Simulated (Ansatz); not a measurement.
# Telling polymorphs of TiO2 apart by 47Ti

All values are calculated (Ansatz; DFT, PBE, plane waves and PAW, scalar-relativistic, 420 eV cutoff), not measured. Q(47Ti) = 302.0 mb, I = 5/2. The cells come from the COD and the Materials Project (computed, not necessarily observed phases), with the atoms as given or relaxed (PBE, cell held). Calculated pressures reach 5 GPa in size and forces 0.2 eV/Å in them. Spin–orbit coupling is left out.

Task: Rank the structures by their largest 47Ti |C_Q|, smallest first.
A. I4_1/amd, 6 atoms in the cell run; Ti site: 6 O at 1.93–1.99 Å
B. C2/m, 12 atoms in the cell run; Ti sites: (1) 5 O at 1.78–2.03 Å; also 1 O at 2.34 Å. (2) 6 O at 1.86–2.16 Å.
C. Pbcn, 12 atoms in the cell run; Ti site: 6 O at 1.88–2.09 Å

Result: A (8.97 MHz), B (13.0 MHz), C (20.0 MHz).
